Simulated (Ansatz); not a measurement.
# Y in Ansatz: convergence with k mesh

Y:

```
Y
1.0
     0.00000    2.55199    2.55199
     2.55199    0.00000    2.55199
     2.55199    2.55199    0.00000
Y
1
Cartesian
  0.0000 0.0000 0.0000
```

This isn't the form of Y at room conditions, which is hcp.

```yaml
Program: Ansatz 0.2.0
Task: convergence study
Functional: PBE
Potentials_or_basis: all-electron LAPW, scalar-relativistic
Cutoff: 129 eV (chosen from the basis error)
Basis_error_allowed: 0.001 eV/atom
k_mesh: 2 × 2 × 2
Occupations: fermi-dirac, width 0.05 eV
Spin: no spin polarisation
```

These are the settings of the first run; the series varies k mesh, with any setting tied to it.

Hardware: 1 thread of Intel(R) Xeon(R) Platinum 8375C CPU @ 2.90GHz (Ice Lake), with other jobs on the host.

```
      k mesh  energy less the tightest run, at zero smearing (meV/atom)  pressure (GPa)  SCF cycles  CPU time (s)  peak memory (GiB)
   2 × 2 × 2                                                    -980.68          -12.58           5           0.6               0.23
   3 × 3 × 3                                                      94.28           -1.34           5          0.65               0.23
   4 × 4 × 4                                                      11.20           -0.24           5          0.86               0.23
   6 × 6 × 6                                                      -4.36           -0.86           5           1.1               0.23
   7 × 7 × 7                                                      -3.38           -0.96           5           1.3               0.24
   9 × 9 × 9                                                       0.31           -0.82           7             2               0.25
11 × 11 × 11                                                       0.46           -0.91           7           2.9               0.26
13 × 13 × 13                                                       0.00           -0.92           7             4               0.27
```

Against the tightest run, the energy stays within 1 meV/atom from 9 × 9 × 9 on; the pressure stays within 0.1 GPa from 6 × 6 × 6 on. Meshes of other sizes hit other points, so gaps and Fermi surfaces needn't settle smoothly. The tightest run that finished is the yardstick and may itself not be fully converged.
